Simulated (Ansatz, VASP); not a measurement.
# Ti in VASP and in Ansatz

POSCAR

```
Ti
1.0
   -1.6410000000      1.6410000000      1.6410000000
    1.6410000000     -1.6410000000      1.6410000000
    1.6410000000      1.6410000000     -1.6410000000
Ti
1
Direct
    0.0000000000      0.0000000000      0.0000000000
```

INCAR.step1

```
SYSTEM = Ti
  PREC = Accurate
  ENCUT = 600
  ISMEAR = 0
  SIGMA = 0.1
  LREAL = .False.
  LASPH = .True.
  NELM = 100
  GGA = PE
  ALGO = Normal
  EDIFF = 1E-4
  LWAVE = .True.
  LCHARG = .False.
```

INCAR.step2

```
SYSTEM = Ti
  PREC = Accurate
  ENCUT = 600
  EDIFF = 1E-6
  ISMEAR = 0
  SIGMA = 0.1
  LREAL = .False.
  LASPH = .True.
  NELM = 100
  ALGO = Normal
  ISIF = 3
  LWAVE = .False.
  LCHARG = .False.
  METAGGA = R2SCAN
  LMIXTAU = .True.
  IBRION = 2
  NSW = 100
  EDIFFG = -0.005
  ISTART = 1
```

KPOINTS

```
Automatic mesh
0
Gamma
  18 18 18
  0 0 0
```

Input for Ansatz:

```yaml
crystal:
  lattice:
    - [-1.641, 1.641, 1.641]
    - [1.641, -1.641, 1.641]
    - [1.641, 1.641, -1.641]
  atoms:
    - { symbol: Ti, position: [0.0, 0.0, 0.0] }
basis:
  ecutwfc: 500
kpoints:
  mp_grid: { grid: [18, 18, 18] }
hamiltonian:
  xc: r2scan
scf:
  occupations: { method: gaussian, width: 0.1 }
output:
  forces: true
  stress: true
  eigenvalues: true
relax:
  adjacent_minimum: "off"
  f_tol: 0.005
  max_steps: 80
  cell: { stress_tol: 0.05 }
```

This isn't the form of Ti at room conditions, which is hcp.

Alike in both runs: task relaxation of cell and atoms; functional r2SCAN; k mesh 18 × 18 × 18; occupations gaussian, width 0.1 eV; no spin polarisation.

```csv
,VASP,Ansatz
version,VASP 6.6.1,Ansatz 0.2.0
potentials or method,"VASP PAW PBE potentials, release 64 (Ti_sv)","scalar-relativistic, plane waves, PAW"
plane-wave cutoff (eV),600,500
valence electrons in the cell,12,12
```

VASP gave:

| Property | Result |
| --- | --- |
| gap on the k mesh at the Fermi level, each at its own relaxed structure (eV) | none |
| relaxed volume (Å³/atom) | 17.25 |
| relaxed cell length with the largest relative difference (Å) | 2.819 |
| energy change over the relaxation (meV/atom) | -3 |

Problem. What did Ansatz give for the same quantities?

Solution. gap on the k mesh at the Fermi level, each at its own relaxed structure (eV): none; relaxed volume (Å³/atom): 17.19; relaxed cell length with the largest relative difference (Å): 2.816; energy change over the relaxation (meV/atom): -5.

A gap of «none» marks a metal or a gap that the smearing closes.

Caveats: the PAW data sets were made with another functional, which shifts forces and pressure a little (VASP).
